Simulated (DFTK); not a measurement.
# Fe (Im-3m) in DFTK: equation of state

How stiff is Fe in PBEsol, and what volume does it want? The cell is scaled to several volumes.

Program: DFTK 0.8.2. These are calculated values, not measurements. Logs are shortened: lines on timing, memory, paths and dates and some standing lists are left out, and cuts for length are marked.

## (1) The structure

The structure is cubic, space group Im-3m (No. 229). The conventional cell has a = 2.886 Å, b = 2.886 Å, c = 2.886 Å, α = 90.00°, β = 90.00°, γ = 90.00°. Fe (site symmetry m-3m) has 8 Fe at 2.50 Å as nearest neighbours.

## (2) Equation of state, PBEsol, collinear spin, ferromagnetic start

run.jl reads:

```julia
using DFTK
using PseudoPotentialData
using Unitful, UnitfulAtomic
using LinearAlgebra, Printf
include("save.jl")
disable_threading()

# lattice vectors are the columns
lattice = austrip(1u"Å") * [        -1.443          1.443          1.443;
                    1.443         -1.443          1.443;
                    1.443          1.443         -1.443]
symbols   = [:Fe]
positions = [[0.0, 0.0, 0.0]]
pseudopotentials = PseudoFamily("dojo.nc.sr.pbesol.v0_4_1.standard.upf")
elements = Dict(s => ElementPsp(s, pseudopotentials) for s in unique(symbols))
atoms    = [elements[s] for s in symbols]
magnetic_moments = [3.0]

build_model(lattice, positions; symmetries=true) =
    model_DFT(lattice, atoms, positions;
              functionals=PBEsol(),
              magnetic_moments,
              spin_polarization=:collinear,
              temperature=austrip(0.05u"eV"),
              smearing=Smearing.FermiDirac(),
              symmetries)
Ecut  = 45.0  # hartree
kgrid = [13, 13, 13]
tol   = 1e-6
to_GPa = ustrip(uconvert(u"GPa", 1u"hartree/bohr^3"))

results["points"] = []
for scale in [0.94, 0.96, 0.98, 1.0, 1.02, 1.04, 1.06]
    println("\n=== scale = ", scale)
    model = build_model(cbrt(scale) * lattice, positions)
    basis = PlaneWaveBasis(model; Ecut, kgrid)
    t0 = time()
    scfres = self_consistent_field(basis;
                                   tol,
                                   ρ=guess_density(basis, magnetic_moments),
                                   nbandsalg=AdaptiveBands(model; n_bands_converge=14))
    seconds = time() - t0
    @printf "SCF: %d iterations, %.1f s\n" scfres.n_iter seconds
    forces = compute_forces_cart(scfres)
    stress = compute_stresses_cart(scfres)
    @printf "V = %.5f Å^3  F = %.8f Ha  max force = %.5f eV/Å  p = %.4f GPa\n" ustrip(auconvert(u"Å^3", model.unit_cell_volume)) scfres.energies.total ustrip(auconvert(u"eV/Å", maximum(norm, forces))) (-tr(stress) / 3 * to_GPa)
    push!(results["points"], save_scf!(scfres; forces, stress, d=Dict{String,Any}("seconds" => seconds, "n_matvec" => get(scfres, :n_matvec, 0))))
end

# third-order Birch-Murnaghan fit in x = V^(-2/3)
V = [0.94, 0.96, 0.98, 1.0, 1.02, 1.04, 1.06] * abs(det(lattice))
E = [p["total"] for p in results["points"]]
x = V .^ (-2 / 3)
c = [x .^ 0 x x .^ 2 x .^ 3] \ E
Δ = c[3]^2 - 3c[2] * c[4]
if Δ > 0
    x0 = (-c[3] + sqrt(Δ)) / 3c[4]
    B0 = 4 / 9 * x0^(7 / 2) * (2c[3] + 6c[4] * x0)
    @printf "V0 = %.4f Å^3  B0 = %.2f GPa\n" ustrip(auconvert(u"Å^3", x0^(-3 / 2))) B0 * to_GPa
end
```

Potentials or basis: dojo.nc.sr.pbesol.v0_4_1.standard.upf (PBEsol).

The run is started by

```sh
$ julia --threads=1 run.jl  # save.jl only writes the numbers to a file and isn't shown; printed stress counts tension as positive; times include loading and compiling
```

The log of the run:

```text
=== scale = 0.94
n     Energy            log10(ΔE)   log10(Δρ)   Magnet   |Magn|   Diag   Δtime
---   ---------------   ---------   ---------   ------   ------   ----   ------
  1   -125.2035627456                   -0.66    2.351    2.372    4.4    8.34s
  2   -125.2133989619       -2.01       -1.11    2.252    2.314    1.0    3.79s
  3   -125.2174087840       -2.40       -1.61    2.190    2.288    2.2    4.51s
  4   -125.2178637928       -3.34       -1.97    2.175    2.286    1.0    4.05s
  5   -125.2179160815       -4.28       -2.50    2.178    2.292    1.9    3.97s
  6   -125.2179197998       -5.43       -2.99    2.180    2.294    1.9    4.01s
  7   -125.2179199875       -6.73       -3.55    2.181    2.296    1.6    4.34s
  8   -125.2179200076       -7.70       -4.02    2.181    2.296    1.9    3.77s
  9   -125.2179200082       -9.19       -4.86    2.181    2.296    1.8    3.81s
 10   -125.2179200083      -10.10       -5.33    2.181    2.296    2.5    4.42s
[... 70 further cycles ...]
  4   -125.2130967266       -3.43       -2.09    2.605    2.754    1.2    3.16s
  5   -125.2131126341       -4.80       -2.62    2.613    2.764    1.5    3.45s
  6   -125.2131144869       -5.73       -3.12    2.615    2.767    2.1    3.91s
  7   -125.2131145616       -7.13       -3.77    2.615    2.767    1.6    3.64s
  8   -125.2131145706       -8.05       -4.28    2.615    2.767    2.2    4.91s
  9   -125.2131145712       -9.23       -4.85    2.615    2.767    1.9    3.88s
 10   -125.2131145712      -10.29       -5.30    2.615    2.767    1.9    3.74s
 11   -125.2131145712   +  -11.73       -5.66    2.615    2.767    1.6    3.43s
 12   -125.2131145712      -12.07       -5.99    2.615    2.767    1.5    3.85s
 13   -125.2131145712      -12.77       -6.61    2.615    2.767    1.8    3.56s
SCF: 13 iterations, 52.9 s
V = 12.73987 Å^3  F = -125.21311457 Ha  max force = 0.00000 eV/Å  p = -18.8025 GPa
V0 = 10.8119 Å^3  B0 = 231.22 GPa
```

Wall time 11 min (1 thread of Intel Xeon 6975P-C (Granite Rapids), shared host); peak memory 1.9 GiB.

What came out:

```
Equilibrium volume : 10.81 Å³/atom (rough: see the caveat)
Bulk modulus       : 231 GPa (rough)
```

Energy against volume, from the lowest point:
```
volume (Å³/atom)  energy (meV/atom)
          11.298               0.00
          11.538              14.78
          11.778              33.43
          12.019              55.33
          12.259              79.22
          12.499             104.00
          12.740             130.76
```

Caveat: the minimum lies outside the volumes run; the fit is doubtful: noisy points or a state that changes with volume.

## (3) Single point, PBEsol, collinear spin, ferromagnetic start, 11.30 Å³/atom (volume scaled by 0.94)

run.jl is that of step 2.

Potentials or basis: dojo.nc.sr.pbesol.v0_4_1.standard.upf (PBEsol).

The run is started by

```sh
$ julia --threads=1 run.jl  # one pass of the loop, scale = 0.94; save.jl only writes the numbers to a file and isn't shown; printed stress counts tension as positive; times include loading and compiling
```

It took 54 s on 1 thread of Intel Xeon 6975P-C (Granite Rapids), shared host.

Results (log left out):

```yaml
Free_energy: -3407.3532 eV
Pressure: -8.4 GPa
Band_gap_on_the_k_mesh: none (metal or under the smearing width)
Net_moment: 2.18 μB per cell
Absolute_moment: 2.30 μB per cell
```

Caveat: the minimum lies outside the volumes run.

## (4) Single point, PBEsol, collinear spin, ferromagnetic start, 11.54 Å³/atom (volume scaled by 0.96)

run.jl is that of step 3.

The run is started by

```sh
$ julia --threads=1 run.jl  # one pass of the loop, scale = 0.96; save.jl only writes the numbers to a file and isn't shown; printed stress counts tension as positive; times include loading and compiling
```

It took 50 s on 1 thread of Intel Xeon 6975P-C (Granite Rapids), shared host.

It converged, with:

- Free energy: -3407.3384 eV
- Pressure: -11.4 GPa
- Band gap on the k mesh: none (metal or under the smearing width)
- Net moment: 2.24 μB per cell
- Absolute moment: 2.36 μB per cell

Caveat: the minimum lies outside the volumes run.

## (5) Single point, PBEsol, collinear spin, ferromagnetic start, 11.78 Å³/atom (volume scaled by 0.98)

run.jl is that of step 4.

The run is started by

```sh
$ julia --threads=1 run.jl  # one pass of the loop, scale = 0.98; save.jl only writes the numbers to a file and isn't shown; printed stress counts tension as positive; times include loading and compiling
```

It took 51 s on 1 thread of Intel Xeon 6975P-C (Granite Rapids), shared host.

The run converged. Its results:

```yaml
Free_energy: -3407.3198 eV
Pressure: -13.7 GPa
Band_gap_on_the_k_mesh: none (metal or under the smearing width)
Net_moment: 2.31 μB per cell
Absolute_moment: 2.44 μB per cell
```

Caveat: the minimum lies outside the volumes run.

## (6) Single point, PBEsol, collinear spin, ferromagnetic start, 12.02 Å³/atom

run.jl is that of step 5.

Potentials or basis: dojo.nc.sr.pbesol.v0_4_1.standard.upf (PBEsol).

The run is started by

```sh
$ julia --threads=1 run.jl  # one pass of the loop, scale = 1.0; save.jl only writes the numbers to a file and isn't shown; printed stress counts tension as positive; times include loading and compiling
```

Wall time 51 s (1 thread of Intel Xeon 6975P-C (Granite Rapids), shared host).

It converged, with:

```yaml
Free_energy: -3407.2979 eV
Pressure: -15.6 GPa
Band_gap_on_the_k_mesh: none (metal or under the smearing width)
Net_moment: 2.38 μB per cell
Absolute_moment: 2.51 μB per cell
```

Caveat: the minimum lies outside the volumes run.

## (7) Single point, PBEsol, collinear spin, ferromagnetic start, 12.26 Å³/atom (volume scaled by 1.02)

run.jl is that of step 6.

The run is started by

```sh
$ julia --threads=1 run.jl  # one pass of the loop, scale = 1.02; save.jl only writes the numbers to a file and isn't shown; printed stress counts tension as positive; times include loading and compiling
```

It took 54 s on 1 thread of Intel Xeon 6975P-C (Granite Rapids), shared host.

It converged, with:

* Free energy: -3407.2740 eV
* Pressure: -16.3 GPa
* Band gap on the k mesh: none (metal or under the smearing width)
* Net moment: 2.49 μB per cell
* Absolute moment: 2.63 μB per cell

Caveat: the minimum lies outside the volumes run.

## (8) Single point, PBEsol, collinear spin, ferromagnetic start, 12.50 Å³/atom (volume scaled by 1.04)

run.jl is that of step 7.

The run is started by

```sh
$ julia --threads=1 run.jl  # one pass of the loop, scale = 1.04; save.jl only writes the numbers to a file and isn't shown; printed stress counts tension as positive; times include loading and compiling
```

Run time: 54 s. Hardware: 1 thread of Intel Xeon 6975P-C (Granite Rapids), shared host.

The run converged. Its results:

- Free energy: -3407.2492 eV
- Pressure: -17.2 GPa
- Band gap on the k mesh: none (metal or under the smearing width)
- Net moment: 2.57 μB per cell
- Absolute moment: 2.72 μB per cell

Caveat: the minimum lies outside the volumes run.

## (9) Single point, PBEsol, collinear spin, ferromagnetic start, 12.74 Å³/atom (volume scaled by 1.06)

run.jl is that of step 8.

Potentials or basis: dojo.nc.sr.pbesol.v0_4_1.standard.upf (PBEsol).

The run is started by

```sh
$ julia --threads=1 run.jl  # one pass of the loop, scale = 1.06; save.jl only writes the numbers to a file and isn't shown; printed stress counts tension as positive; times include loading and compiling
```

Run time: 53 s. Hardware: 1 thread of Intel Xeon 6975P-C (Granite Rapids), shared host.

Results:

* Free energy: -3407.2224 eV
* Pressure: -18.8 GPa
* Band gap on the k mesh: none (metal or under the smearing width)
* Net moment: 2.61 μB per cell
* Absolute moment: 2.77 μB per cell

Caveat: the minimum lies outside the volumes run.
